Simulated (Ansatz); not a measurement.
A single-point run of Ansatz (plane waves, PAW) on Ge (diamond), with the lines that name the functional removed. The cell was relaxed with r2SCAN and then strained (uniaxial +5.44 % along x, other directions held), with the atoms relaxed again with r2SCAN; k points keep the names of the unstrained zone.

```xyz
2
Lattice="0.0000 2.8369 2.8369 2.9912 0.0000 2.8369 2.9912 2.8369 0.0000" Properties=species:S:1:pos:R:3 pbc="T T T"
Ge    0.0000    0.0000    0.0000
Ge    1.4956    1.4184    1.4184
```

```
scf.n_extra_bands = 4 over 14 filled bands (N_el = 28.0): the run solves 18 bands
Pseudopotential: Ge, paw, valence charge 14, recommended cutoff 420 eV
Crystal: 2 atoms, lattice volume = 48.145 Å³
Basis set: ecut = 420 eV, 917 PW (Γ)
Symmetry: 16 space group operations
Space group: I41/amd (ITA 141)
k-points: 59 of 512
preconditioner: auto → none  [σ=0.020 eV  ℏωp=28.3 eV]
SCF converged after 6 iterations
Free energy (F): -8589.937272 eV
Internal energy: -8589.937037 eV  (E = F + TS)
E sigma→0 (E₀):  -8589.937155 eV
Entropy (-TS):   -0.000235 eV (-0.118 meV/atom)
Fermi energy:    7.726485 eV
--- Per-component energies (eV) ---
  E_band       = -317.569014
  E_kinetic    = 221.545055
  E_local      = -5026.298946
  E_nonlocal   = 836.257799
  E_hartree    = 2202.052849
  E_xc         = -150.485200
  E_vxc        = -128.318979
  E_paw        = -4039.191118
  E_vpaw       = -624.861792
  E_ewald      = -2633.818077
  E_smearing   = -0.000235
--- Stress (GPa, compression-positive) ---
       -2.967699       0.000000       0.000000
        0.000000       0.873552       0.000000
        0.000000       0.000000       0.873552
  P = ⅓ Tr σ = -0.4069 GPa (-4.069 kbar)
--- Band table (eV; the first three rows and the last of 59) ---
  k-point 0: bands = […, -16.7161, -16.7085, -4.5266, 7.2458, 7.5134, 7.9295, 7.9295, 10.2388, 10.2388, 10.4925]
  k-point 1: bands = […, -16.7041, -16.7027, -4.3471, 5.3176, 7.3333, 7.6352, 8.5546, 10.6702, 10.7089, 11.1903]
  k-point 2: bands = […, -16.6992, -16.6908, -3.8278, 3.1352, 6.7876, 7.1593, 8.2331, 11.3123, 11.3541, 13.0836]
  k-point 58: bands = […, -16.6718, -16.6718, -0.7281, -0.7281, 4.1741, 4.1741, 11.4393, 11.4393, 12.1170, 12.1170]
```

bands.tsv, columns around the gap (it counts bands from 0):
```tsv
# k_distance	band_9	band_10	band_11	band_12	band_13	band_14	band_15	band_16	band_17
# fermi_ev = 7.726485
# [0, 0, 0] at k_distance = 0.000000
# [0.5, 0, 0.5] at k_distance = 1.107414
# [0.625, 0.25, 0.625] at k_distance = 1.488977
# [0.375, 0.375, 0.75] at k_distance = 2.144009
# [0.5, 0.5, 0.5] at k_distance = 2.816454
# [0.5, 0.25, 0.75] at k_distance = 3.599514
# levels_relative_to = fermi_ev
0.000	-24.435	-12.253	-0.481	-0.213	0.203	0.203	2.512	2.512	2.766
1.107	-24.409	-8.519	-8.519	-2.908	-2.908	0.757	0.757	8.943	8.943
1.489	-24.393	-9.030	-7.967	-3.947	-2.505	1.117	3.807	6.836	6.887
2.144	-24.393	-9.030	-7.967	-3.947	-2.505	1.117	3.807	6.836	6.887
2.816	-24.408	-10.308	-7.265	-1.477	-1.014	0.019	3.677	3.915	7.178
3.600	-24.398	-8.455	-8.455	-3.552	-3.552	3.713	3.713	4.391	4.391
```
In order the rows are Γ, X, U, K, L, W.

Problem. Which level of theory was used?
A. DDH-PBE0
B. LDA
C. r2SCAN
D. PBE

Solution. D. PBE. There is no exchange loop, so no exact exchange. With PBE the bands overlap by 0.18 eV (counted from 1, band 14 peaks at Γ and band 15 bottoms out at L): no gap. The log narrows the family; the member has to be judged from the numbers.

The values are computed, spin-unpolarised, and not measurements.

The runs are scalar-relativistic, without spin-orbit coupling.

Where bands overlap the cell is a metal at that level, and these k meshes limit energies, forces and stress. Overlaps of a few tenths of an eV in semilocal functionals can be an artefact that a hybrid or GW lifts.
